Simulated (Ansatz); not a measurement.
## Ca under changes of volume

One of the cells (43.099 Å³/atom); the others are scaled copies at fixed shape and fractional positions:

```
Ca
1.0
    -2.09649    2.10173    2.44535
     2.09649   -2.10173    2.44535
     2.09649    2.10173   -2.44535
Ca
1
Direct
  0.50000 0.50000 0.00000
```

This isn't the form of Ca at room conditions, which is fcc.

| Quantity | Value |
| --- | --- |
| Program | Ansatz 0.2.0 |
| Functional | PBE |
| Potentials or basis | Ansatz PAW |
| Cutoff | 420 eV (not typed: the program's choice for these potentials) |
| k mesh | 9 × 9 × 9 |
| Occupations | fermi-dirac, width 0.05 eV |
| Spin | no spin polarisation |

```tsv
volume (Å³/atom)	energy over the lowest point (meV/atom)	pressure (GPa)
40.513	3.25	0.7
41.375	0.60	0.3
42.237	0.00	-0.1
43.099	1.27	-0.4
43.961	?	?
44.823	8.77	-1.0
45.685	14.71	-1.2
```

Task: What does the run at 43.961 Å³/atom give?

Result: Energy over the lowest point 4.24 meV/atom; pressure -0.7 GPa.

Worked out: A Birch-Murnaghan fit of order 3 (a polynomial in V^(-2/3)) to the other rows has its minimum at 42.07 Å³/atom with B0 = V·E''(V) = 17.2 GPa and B' = 3.5 at fixed shape and positions, which overstates the stiffness. It gives 4.24 meV/atom at 43.961 Å³/atom, against the run's 4.24, and -dE/dV = -0.7 GPa, against -0.7.

Energies are extrapolated to zero smearing.
